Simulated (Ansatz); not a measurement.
Crystal: NiO.

```xyz
2
Lattice="0.0000 2.0859 2.0859 2.0859 0.0000 2.0859 2.0859 2.0859 0.0000" Properties=species:S:1:pos:R:3 pbc="T T T"
Ni    0.0000    0.0000    0.0000
O     2.0859    2.0859    2.0859
```

Base run:

* Program: Ansatz 0.2.0
* Functional: PBE
* Potentials or basis: Ansatz PAW
* Cutoff: 420 eV (not typed: the program's choice for these potentials)
* k mesh: 11 × 11 × 11
* Occupations: fermi-dirac, width 0.05 eV
* Spin: collinear spin, ferromagnetic start
* Starting moments: [1.0, 0.0] μB
* Hubbard terms: Ni d U = 6 eV

Its results: band gap on the k mesh 2.16 eV, indirect (least direct gap 2.84 eV); pressure 14.1 GPa; net moment 2.00 μB per cell; site moments Ni +1.72; O +0.21 μB.

Question: After a change of settings the same cell gave: band gap on the k mesh 2.96 eV, indirect (least direct gap 4.26 eV); pressure 8.1 GPa; net moment 2.00 μB per cell; site moments Ni +1.77; O +0.17 μB. Which change was it?
A. k mesh from 11 × 11 × 11 to 4 × 4 × 4; hubbard terms from Ni d U = 6 eV to none; hubbard projectors from ortho-atomic (the default) to none
B. functional from PBE to BPBE; hubbard terms from Ni d U = 6 eV to none; hubbard projectors from ortho-atomic (the default) to none
C. functional from PBE to r2SCAN; cutoff from 420 eV (not typed: the program's choice for these potentials) to 500 eV (not typed: the program's choice for these potentials)
D. functional from PBE to LDA; hubbard terms from Ni d U = 6 eV to none; hubbard projectors from ortho-atomic (the default) to none

Answer: C.

r2SCAN gives the wider gap, since meta-GGAs in the generalised Kohn-Sham scheme recover part of the derivative discontinuity.

Caveats: the magnetic or orbital state may not be the lowest; a cell with one magnetic atom can't hold antiferromagnetic order, which such compounds often take; the PAW data sets come from PBE, with cores solved anew for the run's functional, which leaves a small shift of forces and pressure (some runs).
